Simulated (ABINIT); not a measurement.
Crystal: Ti.

```
CELL_PARAMETERS angstrom
0.00000 2.03000 2.03000
2.03000 0.00000 2.03000
2.03000 2.03000 0.00000
ATOMIC_POSITIONS crystal
Ti 0.00000 0.00000 0.00000
```

This isn't the form of Ti at room conditions, which is hcp.

* Program: ABINIT 10.8.3 (patched build)
* Task: relaxation of cell and atoms
* Functional: LDA
* Potentials or basis: PseudoDojo NC SR LDA v0.4.1 standard
* Cutoff: 1143 eV
* k mesh: 8 × 8 × 8
* Occupations: fermi-dirac, width 0.05 eV
* Spin: no spin polarisation

At the start: pressure -4.9 GPa; volume 16.73 Å³/atom.

Problem. Where does the relaxation end?

Solution. Over 4 steps the energy falls by 11.4 meV/atom and the volume is 16.01 Å³/atom (-4.3 %); space group Fm-3m (No. 225, to 0.05 Å).

The path:
| step | energy change (eV) | largest force (eV/Å) | pressure (GPa) | volume (Å³) |
| --- | --- | --- | --- | --- |
| 1 | 0.0000 | 0.0000 | -4.90 | 16.73 |
| 2 | -0.0064 | 0.0000 | -3.32 | 16.48 |
| 3 | -0.0114 | 0.0000 | 0.13 | 15.99 |
| 4 | -0.0114 | 0.0000 | 0.00 | 16.01 |

Final structure:
```
Ti
1.0
     0.00000    2.00026    2.00026
     2.00026    0.00000    2.00026
     2.00026    2.00026    0.00000
Ti
1
Direct
  0.00000 0.00000 0.00000
```
